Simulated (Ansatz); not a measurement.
All numbers below come from DFT, revPBE, plane waves (420 eV) with PAW, scalar-relativistic (Ansatz 0.2.0). (PAW data from PBE, frozen cores regenerated.)

An element in the diamond structure gives this curve. The cell is scaled uniformly from the relaxed one, with fractional coordinates and shape fixed. Energies are extrapolated to zero smearing, pressures are those at the given smearing. Magnetic state: spin not included.

```
V (Å³/atom)  E − E₀ (meV/atom)  P (GPa)
     51.229                7.9     0.42
     53.558                3.3     0.25
     55.886                0.8     0.12
     58.215                0.0     0.01
     60.544                0.7    -0.08
     62.872                2.6    -0.16
     65.201                5.5    -0.23
```

Task: Which element is it?
A. sodium
B. bismuth
C. antimony
D. thallium

Result: A. Its fit is V₀ = 58.19 Å³/atom, B₀ = 2.5 GPa, B₀′ = 3.5.
